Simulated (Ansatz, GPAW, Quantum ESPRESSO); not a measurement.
AlNi: programs and potentials compared

```xyz
2
Lattice="1.9387 -1.9532 0.0000 1.9387 1.9532 0.0000 0.0000 0.0000 3.0994" Properties=species:S:1:pos:R:3 pbc="T T T"
Ni    1.9500    0.0212    1.5539
Al   -0.0405   -0.0285   -0.0183
```

The cell comes from a database or a generator and needn't be the stable form of this composition.

Atoms were shifted at random by some hundredths of an Å from the given cell, which wasn't relaxed again for these runs.

Alike in all runs: task single point; functional PBEsol; k mesh 10 × 10 × 9; occupations fermi-dirac, width 0.05 eV; collinear spin, ferromagnetic start; no spin-orbit coupling. Pressure is positive in compression and, in plane waves, holds the error of the finite cutoff, which Ansatz's Pulay term estimates and takes out.

```csv
program and potentials,plane-wave cutoff (eV),notes,pressure (GPa),net moment per atom (μB),largest force (eV/Å),energy over the undisturbed cell (meV/atom)
"Ansatz, Ansatz PAW",420,"potentials made for PBE, which Ansatz adapts in part; 10.5 valence electrons an atom on average; Pulay term of +0.06 GPa included",0.84,0.00,0.440,8.26
"Ansatz, all-electron LAPW, scalar-relativistic",-,-,0.78,0.00,0.439,-
"Quantum ESPRESSO, GBRV 1.5 PBEsol",612,10.5 valence electrons an atom on average,0.84,0.00,0.443,8.32
"GPAW, PAW data sets generated for this functional",600,9.5 valence electrons an atom on average; this data set often lies off other programs,2.05,0.00,0.454,8.52
```

Force on atom 2 (Al), eV/Å:

```
                           program and potentials      x      y      z
                               Ansatz, Ansatz PAW  0.308  0.278  0.147
   Ansatz, all-electron LAPW, scalar-relativistic  0.307  0.278  0.147
                Quantum ESPRESSO, GBRV 1.5 PBEsol  0.310  0.280  0.148
GPAW, PAW data sets generated for this functional  0.317  0.287  0.153
```

The pressure spans 0.78 (Ansatz, all-electron LAPW, scalar-relativistic) to 2.05 GPa (GPAW, PAW data sets generated for this functional), with all-electron results at 0.78. All agree on the net moment per atom. The state is the one that the start led to, which needn't be the lowest.

The functional is the same throughout but for its coding, so the spread measures potentials, basis and numerics; runs on potential files found faulty are left out.
